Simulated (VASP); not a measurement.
# AlN (P6_3mc) in VASP: notebook

One crystal, AlN, is run at these levels: PBEsol; tasks: single point, relaxation of cell and atoms, relaxation of shape and atoms at fixed volume.

Program: VASP 6.6.1. These are calculated values, not measurements. Logs are shortened: lines on timing, memory, paths and dates and some standing lists are left out, and cuts for length are marked.

**Experimental background.**

From “Structural and optical properties of self-assembled AlN nanowires grown on SiO2/Si substrates by molecular beam epitaxy”, 2024, arxiv:2402.00216, for a bulk crystal of AlN at 0 K: band gap 6.0343 eV (an exciton energy, a little under the gap).

“Self-assembly of well-separated AlN nanowires directly on sputtered metallic TiN films”, 2019, arxiv:1910.07391 quotes, for a bulk crystal of AlN at 10 K: band gap 6.034 eV (an exciton energy, a little under the gap).

The runs below are set against these values where they give the same quantity.

## (1) The structure

Symmetry: P6_3mc, No. 186, hexagonal system. The conventional cell has a = 3.114 Å, b = 3.114 Å, c = 4.983 Å, α = 90.00°, β = 90.00°, γ = 120.00°. Al (site symmetry 3m) has 4 N at 1.89 to 1.90 Å as nearest neighbours. Around N (site symmetry 3m) lie 4 Al at 1.89 to 1.90 Å.

## (2) Single point, PBEsol

INCAR reads:

```
PREC = Accurate
ENCUT = 520
EDIFF = 1E-6
ISMEAR = 0
SIGMA = 0.05
LREAL = False
LASPH = True
NELM = 80
ALGO = Fast
ISIF = 2
LWAVE = False
LCHARG = False
GGA = PS
NBANDS = 16
```

KPOINTS reads:

```
Automatic mesh
0
Gamma
  10 10 6
```

POSCAR reads:

```
AlN
1.0
    3.1137912761      0.0000000000      0.0000000000
   -1.5568956380      2.6966223472      0.0000000000
    0.0000000000      0.0000000000      4.9834287946
Al N
2 2
Direct
    0.3333333333      0.6666666667     -0.0009953168
    0.6666666667      0.3333333333      0.4990046832
    0.3333333333      0.6666666667      0.3809953168
    0.6666666667      0.3333333333      0.8809953168
```

Potentials or basis: VASP PAW PBE potentials, release 64 (Al, N).

Command:

```console
> cat potpaw_PBE.64/Al/POTCAR potpaw_PBE.64/N/POTCAR > POTCAR
> mpirun -np 1 vasp_std > vasp.out
```

OUTCAR:

```text
PREC = Accurate
   ENCUT = 520
   EDIFF = 1E-6
   ISMEAR = 0
   LREAL = False
   LASPH = True
   NELM = 80
   ISIF = 2
   GGA = PS

 ion  position               nearest neighbor table
   1  0.333  0.667  0.999-   4 1.89   4 1.89   4 1.89   3 1.90   2 3.07   2 3.07   2 3.07   2 3.07
                             2 3.07   2 3.07
   2  0.667  0.333  0.499-   3 1.89   3 1.89   3 1.89   4 1.90   1 3.07   1 3.07   1 3.07   1 3.07
                             1 3.07   1 3.07
   3  0.333  0.667  0.381-   2 1.89   2 1.89   2 1.89   1 1.90
   4  0.667  0.333  0.881-   1 1.89   1 1.89   1 1.89   2 1.90

  LATTYP: Found a hexagonal cell.
 ALAT       =     3.1137912761
 C/A-ratio  =     1.6004376507

  Lattice vectors:

 A1 = (   3.1137912761,   0.0000000000,   0.0000000000)
 A2 = (  -1.5568956380,   2.6966223472,   0.0000000000)
 A3 = (   0.0000000000,   0.0000000000,   4.9834287946)

Analysis of symmetry for initial positions (statically):
=====================================================================
 Subroutine PRICEL returns:
 Original cell was already a primitive cell.

 Routine SETGRP: Setting up the symmetry group for a
 hexagonal supercell.

 Subroutine GETGRP returns: Found 12 space group operations
 (whereof  6 operations were pure point group operations)
 out of a pool of 24 trial point group operations.

The static configuration has the point symmetry C_3v.
 The point group associated with its full space group is C_6v.

Analysis of symmetry for dynamics (positions and initial velocities):
=====================================================================
 Subroutine PRICEL returns:
 Original cell was already a primitive cell.

 Routine SETGRP: Setting up the symmetry group for a
 hexagonal supercell.

 Subroutine GETGRP returns: Found 12 space group operations
 (whereof  6 operations were pure point group operations)
 out of a pool of 24 trial point group operations.

The dynamic configuration has the point symmetry C_3v.
 The point group associated with its full space group is C_6v.

 Subroutine INISYM returns: Found 12 space group operations
 (whereof  6 operations are pure point group operations),
 and found     1 'primitive' translations

----------------------------------------------------------------------------------------

                                     Primitive cell

  volume of cell :      41.8445

  direct lattice vectors                    reciprocal lattice vectors
     3.113791276  0.000000000  0.000000000     0.321151905  0.185417139  0.000000000
    -1.556895638  2.696622347  0.000000000     0.000000000  0.370834278  0.000000000
     0.000000000  0.000000000  4.983428795     0.000000000  0.000000000  0.200665052

  length of vectors
     3.113791276  3.113791276  4.983428795     0.370834278  0.370834278  0.200665052

  position of ions in fractional coordinates (direct lattice)
     0.333333333  0.666666667  0.999004683
     0.666666667  0.333333333  0.499004683
     0.333333333  0.666666667  0.380995317
     0.666666667  0.333333333  0.880995317

  ion indices of the primitive-cell ions
   primitive index   ion index
                 1           1
                 2           2
                 3           3
                 4           4

----------------------------------------------------------------------------------------

 KPOINTS: Automatic mesh

Automatic generation of k-mesh.
 Grid dimensions read from file:
 generate k-points for:   10   10    6

 Generating k-lattice:

  Cartesian coordinates                     Fractional coordinates (reciprocal lattice)
     0.032115190  0.018541714  0.000000000     0.100000000  0.000000000  0.000000000
     0.000000000  0.037083428  0.000000000     0.000000000  0.100000000  0.000000000
     0.000000000  0.000000000  0.033444175     0.000000000  0.000000000  0.166666667

  Length of vectors
     0.037083428  0.037083428  0.033444175

  Shift w.r.t. Gamma in fractional coordinates (k-lattice)
     0.000000000  0.000000000  0.000000000

 Subroutine IBZKPT returns following result:
 ===========================================

 Found     56 irreducible k-points:

 Following reciprocal coordinates:
            Coordinates               Weight
  0.000000  0.000000  0.000000      1.000000
  0.100000  0.000000  0.000000      6.000000
  0.200000  0.000000  0.000000      6.000000
  0.300000  0.000000  0.000000      6.000000
  0.400000  0.000000  0.000000      6.000000
  0.500000  0.000000  0.000000      3.000000
[... 16 lines left out ...]
  0.300000  0.100000  0.166667     24.000000
  0.400000  0.100000  0.166667     24.000000
 [... further k-points ...]
   k-points           NKPTS =     56   k-points in BZ     NKDIM =     56   number of bands    NBANDS=     16
   number of dos      NEDOS =    301   number of ions     NIONS =      4
   total plane-waves  NPLWV =  23040
   dimension x,y,z NGX =    24 NGY =   24 NGZ =   40
   dimension x,y,z NGXF=    48 NGYF=   48 NGZF=   80
   ions per type =               2   2
   NGX,Y,Z   is equivalent  to a cutoff of  12.81, 12.81, 13.34 a.u.
   NGXF,Y,Z  is equivalent  to a cutoff of  25.63, 25.63, 26.69 a.u.
 SYSTEM =  unknown system
   PREC   = accura    normal or accurate (medium, high low for compatibility)
   ISTART =      0    job   : 0-new  1-cont  2-samecut
   ICHARG =      2    charge: 1-file 2-atom 10-const
   ISPIN  =      1    spin polarized calculation?
   LNONCOLLINEAR =      F non collinear calculations
   LSORBIT =      F    spin-orbit coupling
   LASPH  =      T    aspherical Exc in radial PAW
   ENCUT  =  520.0 eV  38.22 Ry    6.18 a.u.   5.79  5.79  9.27*2*pi/ulx,y,z
   NELM   =     80;   NELMIN=  2; NELMDL= -5     # of ELM steps
   EDIFF  = 0.1E-05   stopping-criterion for ELM
   LREAL  =      F    real-space projection
   EDIFFG = 0.1E-04   stopping-criterion for IOM
   NSW    =      0    number of steps for IOM
   IBRION =     -1    ionic relax: 0-MD 1-quasi-New 2-CG
   NFREE  =      0    steps in history (QN), initial steepest desc. (CG)
   ISIF   =      2    stress and relaxation
   ISYM   =      2    0-nonsym 1-usesym 2-fastsym
   POTIM  = 0.5000    time-step for ionic-motion
   TEBEG  =    0.0;   TEEND  =   0.0 temperature during run
   PSTRESS=    0.0 pullay stress
   NELECT =      16.0000    total number of electrons
   NUPDOWN=      -1.0000    fix difference up-down
   EMIN   =  10.00;   EMAX   =-10.00  energy-range for DOS
   EFERMI =   0.00;   METHOD = LEGACY
   ISMEAR =     0;   SIGMA  =   0.05  broadening in eV -4-tet -1-fermi 0-gaus
   EFERMI_NEDOS =   21; number of points for ismear=-14 and -15
   IALGO  =     68    algorithm
   IMIX   =      4    mixing-type and parameters
     AMIX     =   0.40;   BMIX     =  1.00
     AMIX_MAG =   1.60;   BMIX_MAG =  1.00
  volume/ion in A,a.u.               =      10.46        70.60
  Fermi-wavevector in a.u.,A,eV,Ry     =   1.188235  2.245438 19.210086  1.411901
  Thomas-Fermi vector in A             =   2.324369
   LORBIT       =      0    0 simple, 1 ext, 2 COOP (PROOUT), +10 PAW based schemes
   GGA     = PS    functional components
   LHFCALC =     F    Hartree Fock is set to
   AEXX    =    0.0000 exact exchange contribution
   IVDW    =     0    specifies the selected vdW correction
   LEPSILON=     F    determine dielectric tensor
   LRPA    =     F    only Hartree local field effects (RPA)
 non-spin polarized calculation
 RMM-DIIS sequential band-by-band and
 Gauss-broadening in eV      SIGMA  =   0.05
  energy-cutoff  :      520.00
  volume of cell :       41.84
 maximum number of plane-waves:      1142
 NGX is ok and might be reduce to    24
   NGX = 11   NGY = 11   NGZ = 19

 number of electron      15.9999997 magnetization

 Free energy of the ion-electron system (eV)
  ---------------------------------------------------
  ext. energy  EPLUGINS =         0.00000000
  ---------------------------------------------------
  free energy    TOTEN  =       -31.31242318 eV

  energy without entropy =      -31.31242318  energy(sigma->0) =      -31.31242318

 E-fermi :   6.2613     XC(G=0): -11.0993

 val. band max:        6.0523094334   @ k =   0.0000   0.0000   0.0000
 cond. band min:      10.1629104675   @ k =   0.0000   0.0000   0.0000
 fundamental gap:      4.1106010342
 Fermi energy:         6.2613314501

 k-point     1 :       0.0000    0.0000    0.0000
  band No.  band energies     occupation
      1      -9.1098      2.00000
      2      -6.9298      2.00000
      3       0.0014      2.00000
      4       5.1737      2.00000
      5       5.1737      2.00000
      6       5.8280      2.00000
[... 8 lines left out ...]
     15      19.0707      0.00000
     16      19.0707      0.00000

 k-point     2 :       0.1000    0.0000    0.0000
  band No.  band energies     occupation
      1      -8.9816      2.00000
      2      -6.8572      2.00000
      3       0.1536      2.00000
      4       4.5867      2.00000
      5       5.0084      2.00000
      6       5.2550      2.00000
[... 8 lines left out ...]
     15      19.0155      0.00000
     16      19.1220      0.00000

 k-point     3 :       0.2000    0.0000    0.0000
  band No.  band energies     occupation
      1      -8.6128      2.00000
      2      -6.6680      2.00000
      3       0.5989      2.00000
      4       3.2670      2.00000
      5       4.1421      2.00000
      6       4.6501      2.00000
[... 8 lines left out ...]
     15      18.1882      0.00000
     16      18.6374      0.00000
[... 362 lines left out ...]
 k-point    23 :       0.3000    0.1000    0.1667
  band No.  band energies     occupation
      1      -7.6008      2.00000
      2      -6.4643      2.00000
      3       1.0993      2.00000
      4       1.9544      2.00000
      5       2.7106      2.00000
      6       3.8982      2.00000
[... 8 lines left out ...]
     15      18.3115      0.00000
     16      20.3450      0.00000

 k-point    24 :       0.4000    0.1000    0.1667
  band No.  band energies     occupation
      1      -7.0983      2.00000
      2      -6.4248      2.00000
      3       0.5884      2.00000
      4       1.6134      2.00000
      5       2.9514      2.00000
      6       3.7325      2.00000
[... 8 lines left out ...]
     15      18.5287      0.00000
     16      20.8384      0.00000

 [... further k-points ...]

------------------------ aborting loop because EDIFF is reached ----------------------------------------

  FORCE on cell =-STRESS in cart. coord.  units (eV):
  Direction    XX          YY          ZZ          XY          YZ          ZX
  --------------------------------------------------------------------------------------
  -------------------------------------------------------------------------------------
  Total       -0.0207003     -0.0207003     -0.0166736     -0.0000000      0.0000000      0.0000000
  in kB       -0.7925933     -0.7925933     -0.6384142     -0.0000000      0.0000000      0.0000000
  external PRESSURE =      -0.7412002 kB  Pullay stress =       0.0000000 kB

 VOLUME and BASIS-vectors are now :
 -----------------------------------------------------------------------------
  energy-cutoff  :      520.00
  volume of cell :       41.84
      direct lattice vectors                 reciprocal lattice vectors
     3.113791276  0.000000000  0.000000000     0.321151905  0.185417139  0.000000000
    -1.556895638  2.696622347  0.000000000     0.000000000  0.370834278  0.000000000
     0.000000000  0.000000000  4.983428795     0.000000000  0.000000000  0.200665052

 POSITION                                       TOTAL-FORCE (eV/Angst)
 -----------------------------------------------------------------------------------
     -0.00000      1.79775      4.97847         0.000000      0.000000     -0.000271
      1.55690      0.89887      2.48675        -0.000000     -0.000000     -0.000271
     -0.00000      1.79775      1.89866        -0.000000      0.000000      0.000271
      1.55690      0.89887      4.39038         0.000000     -0.000000      0.000271
 -----------------------------------------------------------------------------------
    total drift:                               -0.000000      0.000000      0.000484

  FREE ENERGIE OF THE ION-ELECTRON SYSTEM (eV)
  ---------------------------------------------------
  free  energy   TOTEN  =       -31.3124231773 eV

  energy  without entropy=      -31.3124231773  energy(sigma->0) =      -31.31242318
```

Run time: 17 s. Hardware: 1 thread of Intel Xeon Platinum 8488C (Sapphire Rapids), shared host; peak memory 0.16 GiB.

Results:

```yaml
Free_energy: -31.3124 eV
Pressure: -0.1 GPa
Band_gap_on_the_k_mesh: 4.11 eV, direct
```

Caveat: the PAW data sets were made with another functional, which shifts forces and pressure a little.

## (3) Relaxation of cell and atoms, PBEsol

INCAR reads:

```
  ALGO = Normal
  EDIFF = 1E-6
  EDIFFG = -0.01
  ENCUT = 600
  GGA = PS
  IBRION = 2
  ISIF = 3
  ISMEAR = 0
  LASPH = True
  LCHARG = False
  LREAL = False
  LWAVE = False
  NELM = 100
  NSW = 80
  PREC = Accurate
  SIGMA = 0.05
```

KPOINTS reads:

```
k-points
0
Gamma
  10 10 6
```

POSCAR reads:

```
AlN
1.0
    3.1130000000      0.0000000000      0.0000000000
   -1.5565000000      2.6959370820      0.0000000000
    0.0000000000      0.0000000000      4.9810000000
Al N
2 2
Direct
    0.3333333333      0.6666666667      0.0000000000
    0.6666666667      0.3333333333      0.5000000000
    0.3333333333      0.6666666667      0.3800000000
    0.6666666667      0.3333333333      0.8800000000
```

Potentials or basis: VASP PAW PBE potentials, release 64 (Al, N).

Command:

```console
> cat potpaw_PBE.64/Al/POTCAR potpaw_PBE.64/N/POTCAR > POTCAR
> mpirun -np 1 vasp_std > vasp.out
```

Run time: 61 s. Hardware: 1 thread of Intel Xeon Platinum 8488C (Sapphire Rapids), shared host; peak memory 0.19 GiB.

Results (log left out):

- Free energy: -31.3157 eV
- Relaxed volume: 10.45 Å³/atom
- Relaxed cell: a = 3.113 Å, b = 3.113 Å, c = 4.981 Å, α = 90.00°, β = 90.00°, γ = 120.00°
- Space group after relaxing (to 0.05 Å): P6_3mc (No. 186)
- Energy gained by relaxing: 0.3 meV/atom
- Ionic steps: 6
- Pressure after relaxing: 0.1 GPa
- Band gap on the k mesh: 4.12 eV, direct

The path:
| step | energy change (eV) | largest force (eV/Å) | pressure (GPa) | volume (Å³) |
| --- | --- | --- | --- | --- |
| 1 | 0.0000 | 0.1321 | 0.04 | 41.80 |
| 2 | -0.0003 | 0.0871 | 0.02 | 41.82 |
| 3 | -0.0012 | 0.0143 | 0.05 | 41.81 |
| 4 | -0.0013 | 0.0063 | -0.05 | 41.83 |
| 5 | -0.0013 | 0.0013 | -0.12 | 41.84 |
| 6 | -0.0013 | 0.0005 | 0.09 | 41.79 |

Final structure:
```cif
data_structure
_symmetry_space_group_name_H-M 'P 1'
_symmetry_Int_Tables_number 1
_cell_length_a 3.1127
_cell_length_b 3.1127
_cell_length_c 4.9809
_cell_angle_alpha 90.000
_cell_angle_beta 90.000
_cell_angle_gamma 120.000
_cell_volume 41.79
loop_
_atom_site_label
_atom_site_type_symbol
_atom_site_fract_x
_atom_site_fract_y
_atom_site_fract_z
_atom_site_occupancy
Al1 Al 0.33333 0.66667 0.99899 1
Al2 Al 0.66667 0.33333 0.49899 1
N1 N 0.33333 0.66667 0.38101 1
N2 N 0.66667 0.33333 0.88101 1
```

Levels at points of the mesh, in eV from the valence-band top:
```csv
k point,band 5,band 6,band 7,band 8,band 9,band 10,band 11,band 12
"(0.00, 0.00, 0.00)",-0.88,-0.23,-0.23,0.00,4.12,6.55,10.50,11.02
"(0.50, 0.00, 0.00)",-3.38,-2.12,-1.81,-0.70,5.67,5.68,8.08,10.16
"(0.00, 0.00, 0.50)",-0.56,-0.56,-0.56,-0.56,6.37,6.37,10.21,10.21
"(0.50, 0.00, 0.50)",-1.49,-1.49,-1.38,-1.38,5.17,5.17,9.13,9.13
```

Caveat: the PAW data sets were made with another functional, which shifts forces and pressure a little. A k mesh can miss the band edges.

[end of part 1 of 2]
